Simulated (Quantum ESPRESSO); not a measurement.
TiSe:

```
Se Ti
1.0
     3.55900    0.00000    0.00000
    -1.77950    3.08218    0.00000
     0.00000    0.00000    6.22000
Se Ti
2 2
Cartesian
  1.7795 1.0274 4.6650
  0.0000 2.0548 1.5550
  0.0000 0.0000 3.1100
  0.0000 0.0000 0.0000
```

Base run:

| Item | Value |
| --- | --- |
| Program | Quantum ESPRESSO 7.5 |
| Functional | PBEsol |
| Potentials or basis | GBRV 1.5 PBEsol |
| Cutoff | 612 eV |
| Density cutoff | 4898 eV |
| k mesh | 9 × 9 × 5 |
| Occupations | fermi-dirac, width 0.05 eV |
| Spin | no spin polarisation |
| Hubbard terms | Ti d U = 8 eV |

Its results: band gap on the k mesh none (metal or under the smearing width); pressure 13.3 GPa.

**Question.** The run is repeated on the same cell with these changes: hubbard terms from Ti d U = 8 eV to none. What comes out?

**Answer.** Band gap on the k mesh none (metal or under the smearing width); pressure -0.7 GPa.

Caveats: U without spin polarisation on a metal has little footing (some runs).

Not every run made on this cell is shown here.
